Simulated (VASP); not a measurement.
# PbF2 (Fluorocronite): F into a neighbouring F vacancy

Aim: the barrier for one hop in PbF2 (Fluorocronite): F into a neighbouring F vacancy. The start is a cell from a database of measured crystal structures.

Program: VASP 6.6.1. Level of theory: PBEsol; plane waves and PAW (Pb, F). Results are calculated unless marked as measured.

The database entry behind the starting cell differs from later determinations by our own check (0.1 to 0.3 % short, probably kX units), so it need not match the best structure at ambient conditions.

## Step 1: The host crystal

It takes space group Fm-3m (No. 225, cubic). Conventional cell: a = 5.927 Å, b = 5.927 Å, c = 5.927 Å, α = 90.00°, β = 90.00°, γ = 90.00°. Pb has 8 F at 2.57 Å nearest. Nearest to F lie 4 Pb at 2.57 Å. Farther neighbours and most contacts between anions are not listed.

As a file:

```xyz
3
Lattice="0.0000 2.9637 2.9637 2.9637 0.0000 2.9637 2.9637 2.9637 0.0000" Properties=species:S:1:pos:R:3 pbc="T T T"
Pb    0.0000    0.0000    0.0000
F     4.4455    4.4455    4.4455
F     1.4818    1.4818    1.4818
```

## Step 2: Relax the host

First cell and atoms are relaxed at a raised cutoff, so that later runs start from this functional's own cell.

INCAR

```
SYSTEM = PbF2
PREC = Accurate
ENCUT = 520
EDIFF = 1E-06
NELM = 120
ISMEAR = 0
SIGMA = 0.1
LREAL = .FALSE.
ALGO = Normal
GGA = PS
NBANDS = 15
LORBIT = 11
LWAVE = .FALSE.
LCHARG = .FALSE.
KPAR = 6
IBRION = 2
NSW = 40
ISIF = 3
EDIFFG = -0.02
POTIM = 0.4
```

POSCAR

```
PbF2
1.0
    0.0000000000      2.9636600000      2.9636600000
    2.9636600000      0.0000000000      2.9636600000
    2.9636600000      2.9636600000      0.0000000000
Pb F
1 2
Direct
    0.0000000000      0.0000000000      0.0000000000
    0.7500000000      0.7500000000      0.7500000000
    0.2500000000      0.2500000000      0.2500000000
```

KPOINTS

```
Automatic mesh
0
Gamma
6 6 6
0 0 0
```

PAW data sets: Pb and F (PBE family, release 64).

Started as:

```console
$ mpirun -np 6 vasp_std
```

The program printed:

```text
[banner, memory and clock lines left out]
running    6 mpi-ranks, on    1 nodes
 distrk:  each k-point on    1 cores,    6 groups
 distr:  one band on    1 cores,    1 groups

 POSCAR found type information on POSCAR PbF
 POSCAR found :  2 types and       3 ions
|                                                                             |
|           W    W    AA    RRRRR   N    N  II  N    N   GGGG   !!!           |
|           W    W   A  A   R    R  NN   N  II  NN   N  G    G  !!!           |
|           W    W  A    A  R    R  N N  N  II  N N  N  G       !!!           |
|           W WW W  AAAAAA  RRRRR   N  N N  II  N  N N  G  GGG   !            |
|           WW  WW  A    A  R   R   N   NN  II  N   NN  G    G                |
|           W    W  A    A  R    R  N    N  II  N    N   GGGG   !!!           |
|                                                                             |
|     For optimal performance we recommend to set                             |
|       NCORE = 2 up to number-of-cores-per-socket                            |
|     NCORE specifies how many cores store one orbital (NPAR=cpu/NCORE).      |
|     This setting can greatly improve the performance of VASP for DFT.       |
|     The default, NCORE=1 might be grossly inefficient on modern             |
|     multi-core architectures or massively parallel machines. Do your        |
|     Unfortunately you need to use the default for GW and RPA                |
|     calculations (for HF NCORE is supported but not extensively tested      |
|     yet).                                                                   |
|                                                                             |

|                                                                             |
|               ----> ADVICE to this user running VASP <----                  |
|                                                                             |
|     You enforced a specific xc type in the INCAR file but a different       |
|     [... a line on the potential file left out ...]
|     I HOPE YOU KNOW WHAT YOU ARE DOING!                                     |
|                                                                             |

 LDA part: xc-table for (Slater+PW92), standard interpolation
 POSCAR, INCAR and KPOINTS ok, starting setup
 FFT: planning ... GRIDC
 FFT: planning ... GRID_SOFT
 FFT: planning ... GRID
 WAVECAR not read
 entering main loop
       N       E                     dE             d eps       ncg     rms          rms(c)
DAV:   1     0.959911714875E+02    0.95991E+02   -0.90572E+03   480   0.107E+03
DAV:   2    -0.121437899544E+02   -0.10813E+03   -0.10307E+03   622   0.234E+02
DAV:   3    -0.167456483006E+02   -0.46019E+01   -0.45875E+01   564   0.537E+01
DAV:   4    -0.167704960210E+02   -0.24848E-01   -0.24845E-01   606   0.436E+00
DAV:   5    -0.167706722144E+02   -0.17619E-03   -0.17619E-03   585   0.337E-01    0.115E+01
DAV:   6    -0.151283723689E+02    0.16423E+01   -0.53253E+00   494   0.218E+01    0.690E+00
DAV:   7    -0.151084854535E+02    0.19887E-01   -0.44121E-01   508   0.429E+00    0.591E+00
DAV:   8    -0.150951876027E+02    0.13298E-01   -0.28613E-02   550   0.175E+00    0.290E+00
DAV:   9    -0.150972318201E+02   -0.20442E-02   -0.12615E-02   487   0.104E+00    0.342E-01
DAV:  10    -0.150982892776E+02   -0.10575E-02   -0.18085E-03   522   0.296E-01    0.247E-01
DAV:  11    -0.150984430749E+02   -0.15380E-03   -0.22446E-04   536   0.106E-01    0.264E-02
DAV:  12    -0.150984592613E+02   -0.16186E-04   -0.30309E-05   508   0.424E-02    0.145E-02
DAV:  13    -0.150984618306E+02   -0.25693E-05   -0.81274E-06   529   0.233E-02    0.149E-02
DAV:  14    -0.150984620573E+02   -0.22673E-06   -0.90750E-07   408   0.818E-03
   1 F= -.15098462E+02 E0= -.15098462E+02  d E =-.150985E+02
 curvature:   0.00 expect dE= 0.000E+00 dE for cont linesearch  0.000E+00
 trial: gam= 0.00000 g(F)=  0.525E-50 g(S)=  0.382E-01 ort = 0.000E+00 (trialstep = 0.100E+01)
 search vector abs. value=  0.382E-01
 bond charge predicted
       N       E                     dE             d eps       ncg     rms          rms(c)
DAV:   1    -0.154108506898E+02   -0.31239E+00   -0.44311E+00   480   0.205E+01    0.490E+00
DAV:   2    -0.151320514230E+02    0.27880E+00   -0.13127E+00   494   0.104E+01    0.105E+00
DAV:   3    -0.151217435686E+02    0.10308E-01   -0.57199E-02   480   0.202E+00    0.563E-01
DAV:   4    -0.151198420685E+02    0.19015E-02   -0.31395E-03   564   0.412E-01    0.324E-01
DAV:   5    -0.151187594867E+02    0.10826E-02   -0.18349E-03   508   0.273E-01    0.233E-01
DAV:   6    -0.151187993500E+02   -0.39863E-04   -0.91699E-05   501   0.707E-02    0.107E-01
DAV:   7    -0.151187917263E+02    0.76237E-05   -0.32628E-05   529   0.513E-02    0.331E-02
DAV:   8    -0.151187924161E+02   -0.68987E-06   -0.28688E-06   486   0.119E-02
   2 F= -.15118792E+02 E0= -.15118792E+02  d E =-.203304E-01
 trial-energy change:   -0.020330  1 .order   -0.020087   -0.038228   -0.001945
 step:   1.0514(harm=  1.0536)  dis= 0.00000  next Energy=   -15.118842 (dE=-0.204E-01)
 reached required accuracy - stopping structural energy minimisation
```

The job ended after 15 s (6 MPI ranks of AMD EPYC 7R43, shared host; peak memory 0.95 GiB; 87 s of CPU time).

Lines that name or quote the potential files are left out of all logs, and their timing lines are given in words.

From OUTCAR (step 2):

```text
ion  position               nearest neighbor table
   1  0.000  0.000  0.000-   2 2.57   2 2.57   2 2.57   3 2.57   3 2.57   3 2.57   3 2.57   2 2.57

  LATTYP: Found a face centered cubic cell.
 ALAT       =     5.9273200000

 Subroutine GETGRP returns: Found 48 space group operations
 (whereof 48 operations were pure point group operations)

The static configuration has the point symmetry O_h .

 Found     16 irreducible k-points:

   k-points           NKPTS =     16   k-points in BZ     NKDIM =     16   number of bands    NBANDS=     15

   dimension x,y,z NGX =    32 NGY =   32 NGZ =   32
   dimension x,y,z NGXF=    64 NGYF=   64 NGZF=   64

   ENCUT  =  520.0 eV  38.22 Ry    6.18 a.u.   7.79  7.79  7.79*2*pi/ulx,y,z

   NELECT =      18.0000    total number of electrons

 k-points in reciprocal lattice and weights: Automatic mesh
   0.00000000  0.00000000  0.00000000       0.005
   0.16666667  0.00000000  0.00000000       0.037
   0.33333333  0.00000000  0.00000000       0.037
   0.50000000  0.00000000  0.00000000       0.019
   0.16666667  0.16666667  0.00000000       0.028
   0.33333333  0.16666667  0.00000000       0.111
   0.50000000  0.16666667  0.00000000       0.111
  -0.33333333  0.16666667  0.00000000       0.111
  -0.16666667  0.16666667  0.00000000       0.056
[...]
-0.33333333  0.33333333  0.16666667       0.111
  -0.33333333  0.50000000  0.16666667       0.056

 average (electrostatic) potential at core
       1 -44.3255       2 -76.3922       3 -76.3922

 E-fermi :   1.2469

 k-point     1 :       0.0000    0.0000    0.0000
  band No.  band energies     occupation
    ...
      5      -1.9837      2.00000
      6      -1.9837      2.00000
      7      -1.3999      2.00000
      8      -1.3999      2.00000
      9      -1.3999      2.00000
     10       7.4786      0.00000
     11       7.4786      0.00000
     12       7.4786      0.00000
     13      11.3779      0.00000
     14      15.2586      0.00000
    ...

 k-point     2 :       0.1667    0.0000    0.0000
  band No.  band energies     occupation
    ...
      5      -2.0311      2.00000
      6      -2.0311      2.00000
      7      -1.4533      2.00000
      8      -1.4533      2.00000
      9      -0.6789      2.00000
     10       6.6553      0.00000
     11       7.7207      0.00000
     12       7.7207      0.00000
     13      12.8356      0.00000
     14      14.8100      0.00000
    ...

 k-point     3 :       0.3333    0.0000    0.0000
  band No.  band energies     occupation
    ...
      5      -2.1197      2.00000
      6      -2.1197      2.00000
      7      -1.5615      2.00000
      8      -1.5615      2.00000
      9       0.3260      2.00000
     10       5.9029      0.00000
     11       8.2194      0.00000
     12       8.2194      0.00000
     13      13.9623      0.00000
     14      14.3120      0.00000
    ...

  Total       -0.0506362     -0.0506362     -0.0506362      0.0000000      0.0000000      0.0000000
  in kB       -1.6197420     -1.6197420     -1.6197420      0.0000000      0.0000000      0.0000000
  external PRESSURE =      -1.6197420 kB  Pullay stress =       0.0000000 kB

  energy-cutoff  :      520.00
  volume of cell :       50.09
      direct lattice vectors                 reciprocal lattice vectors
     0.000000000  2.925714553  2.925714553    -0.170898422  0.170898422  0.170898422
     2.925714553  0.000000000  2.925714553     0.170898422 -0.170898422  0.170898422
     2.925714553  2.925714553  0.000000000     0.170898422  0.170898422 -0.170898422

 POSITION                                       TOTAL-FORCE (eV/Angst)
 -----------------------------------------------------------------------------------
      2.92571      2.92571      5.85143         0.000000      0.000000     -0.000000
      4.38857      4.38857      4.38857         0.000000     -0.000000      0.000000
      1.46286      1.46286      1.46286        -0.000000      0.000000     -0.000000
 -----------------------------------------------------------------------------------
    total drift:                               -0.000000     -0.000000      0.000000

  FREE ENERGIE OF THE ION-ELECTRON SYSTEM (eV)
  ---------------------------------------------------
  free  energy   TOTEN  =       -15.1187924161 eV

  energy  without entropy=      -15.1187924161  energy(sigma->0) =      -15.11879242

 reached required accuracy - stopping structural energy minimisation

 total charge
# of ion       s       p       d       tot
------------------------------------------
    1        1.860   0.647   0.148   2.655
    2        1.739   4.315   0.000   6.054
    3        1.739   4.315   0.000   6.054
--------------------------------------------------
tot          5.339   9.277   0.148  14.764

[... 3 further parts left out ...]
```

The gap is read on the k-mesh alone, so it is an upper bound where the band edges lie off the mesh. The PAW data sets were made with PBE, which is usual practice but a small mismatch for other functionals. The data set Pb keeps the semicore shell frozen, which is cheaper and a little less accurate. The run keeps the 48 symmetry operations of its start, so it cannot find a distortion of lower symmetry.

The steps of the relaxation:

| step | energy less that of the first step (eV) | largest force (eV/Å) | pressure (GPa) | volume (Å³) |
| --- | --- | --- | --- | --- |
| 1 | 0.0000 | 0.0000 | -3.06 | 52.06 |
| 2 | -0.0203 | 0.0000 | -0.16 | 50.09 |

| conventional cell, symmetrised | before | after | change |
| --- | --- | --- | --- |
| a (Å) | 5.927 | 5.851 | -1.3 % |
| b (Å) | 5.927 | 5.851 | -1.3 % |
| c (Å) | 5.927 | 5.851 | -1.3 % |
| volume (Å³/atom) | 17.35 | 16.70 | -3.8 % |

The relaxed structure:

```cif
data_structure
_symmetry_space_group_name_H-M 'P 1'
_symmetry_Int_Tables_number 1
_cell_length_a 4.1376
_cell_length_b 4.1376
_cell_length_c 4.1376
_cell_angle_alpha 60.000
_cell_angle_beta 60.000
_cell_angle_gamma 60.000
_cell_volume 50.09
loop_
_atom_site_label
_atom_site_type_symbol
_atom_site_fract_x
_atom_site_fract_y
_atom_site_fract_z
_atom_site_occupancy
Pb1 Pb 0.00000 0.00000 0.00000 1
F2 F 0.75000 0.75000 0.75000 1
F3 F 0.25000 0.25000 0.25000 1
```

This step gave:

```yaml
electronic_cycles: 22
electrons: 18
free_energy_toten: -15.12 eV
fermi_energy: 1.247 eV
metallic: no
gap_on_the_k_mesh: 4.307 eV
least_direct_gap_on_the_k_mesh: 4.448 eV
```

The run ended after 2 ionic steps, 0.020 eV below its first step, once forces and stress met EDIFFG = -0.02.

(Part 1 of 5 ends here.)

[Lines on the potential files, build, host, timing and source positions are cut from VASP's logs without a mark.]

[Logs are printed without paths, hosts, clocks, repeated set-up lines and the standing remarks that a program may print on its own settings, such as how far it seeks lower states.]

[Hosts, paths, dates, database ids (printed as entryN), source tags and the programs' standing remarks are cut or masked in the printed files.]

[Runs that stopped without an error message from VASP are left out.]
